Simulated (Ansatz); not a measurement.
Si3N4:

```xyz
7
Lattice="4.1308 0.0000 0.0000 0.0000 4.1308 0.0000 0.0000 0.0000 4.1308" Properties=species:S:1:pos:R:3 pbc="T T T"
Si    0.0000    0.0000    2.0654
Si    2.0654    0.0000    0.0000
Si    0.0000    2.0654    0.0000
N     0.9894    0.9894    3.1414
N     3.1414    3.1414    3.1414
N     0.9894    3.1414    0.9894
N     3.1414    0.9894    0.9894
```

The cell was built by a generator and needn't be a form met in nature.

| Property | Result |
| --- | --- |
| Program | Ansatz 0.2.0 |
| Task | relaxation of cell and atoms |
| Functional | PBEsol |
| Dispersion | D3(BJ) |
| Potentials or basis | Ansatz PAW |
| Cutoff | 420 eV (not typed: the program's choice for these potentials) |
| k mesh | 7 × 7 × 7 |
| Occupations | fermi-dirac, width 0.05 eV |
| Spin | no spin polarisation |

At the start: volume 10.07 Å³/atom.

**Question.** Where does the relaxation end?

**Answer.** It ends after 7 steps and the volume is 9.72 Å³/atom (-3.5 %); space group P-43m (No. 215, to 0.05 Å).

Step by step:
```csv
step,energy change (eV),largest force (eV/Å),volume (Å³)
1,0.0000,0.0501,70.48
2,-0.0512,0.1636,68.92
3,-0.0632,0.0571,68.10
4,-0.0636,0.0084,68.08
5,-0.0568,0.0083,68.08
6,-0.0569,0.0008,68.04
7,-0.0568,0.0008,68.04
```

Final structure:
```cif
data_structure
_symmetry_space_group_name_H-M 'P 1'
_symmetry_Int_Tables_number 1
_cell_length_a 4.0825
_cell_length_b 4.0825
_cell_length_c 4.0825
_cell_angle_alpha 90.000
_cell_angle_beta 90.000
_cell_angle_gamma 90.000
_cell_volume 68.04
loop_
_atom_site_label
_atom_site_type_symbol
_atom_site_fract_x
_atom_site_fract_y
_atom_site_fract_z
_atom_site_occupancy
Si1 Si 0.00000 0.00000 0.50000 1
Si2 Si 0.50000 0.00000 0.00000 1
Si3 Si 0.00000 0.50000 0.00000 1
N1 N 0.24138 0.24138 0.75862 1
N2 N 0.75862 0.75862 0.75862 1
N3 N 0.24138 0.75862 0.24138 1
N4 N 0.75862 0.24138 0.24138 1
```

Caveat: the plane-wave basis is chosen anew once the cell has moved, so the energies of steps on either side of that aren't comparable; the pressure holds a Pulay correction of +0.5 GPa for the finite cutoff; the PAW data sets come from PBE, with cores solved anew for the run's functional, which leaves a small shift of forces and pressure.
